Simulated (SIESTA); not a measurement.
Crystal: HfO2.

```
CELL_PARAMETERS angstrom
3.55802 0.00000 0.00000
0.00000 3.55802 0.00000
0.00000 0.00000 5.17186
ATOMIC_POSITIONS crystal
Hf 0.00000 0.00000 0.00000
Hf 0.50000 0.50000 0.50000
O 0.00000 0.50000 0.19721
O 0.50000 0.00000 0.30279
O 0.50000 0.00000 0.80279
O 0.00000 0.50000 0.69721
```

Measurements of this composition are mostly on another form, of space group No. 14.

Base run:

```yaml
Program: SIESTA 5.4.2
Functional: BLYP
Potentials_or_basis: PseudoDojo 0.4 standard (PBE files)
Basis: DZP (energy shift 0.003 Ry; two zetas on semicore shells)
Grid_cutoff: 800 Ry
Energy_shift: 0.003 Ry
k_mesh: 8 × 8 × 5
Occupations: fermi-dirac, width 0.05 eV
Spin: no spin polarisation
```

Its results: band gap on the k mesh 4.58 eV, indirect (least direct gap 4.65 eV); pressure 19.9 GPa; largest force 0.309 eV/Å.

The run is repeated on the same cell with these changes: functional from BLYP to vdW-DF-cx. What comes out?

Band gap on the k mesh 4.56 eV, indirect (least direct gap 4.62 eV); pressure 6.7 GPa; largest force 0.278 eV/Å.

Caveats: short orbitals over semicore shells can move pressures by several GPa; the potentials were made for another functional, which shifts forces and pressure; spin-orbit coupling is left out, which moves the levels of the heavy elements; the basis of atomic orbitals isn't converged, which shifts pressures, moduli and gaps.
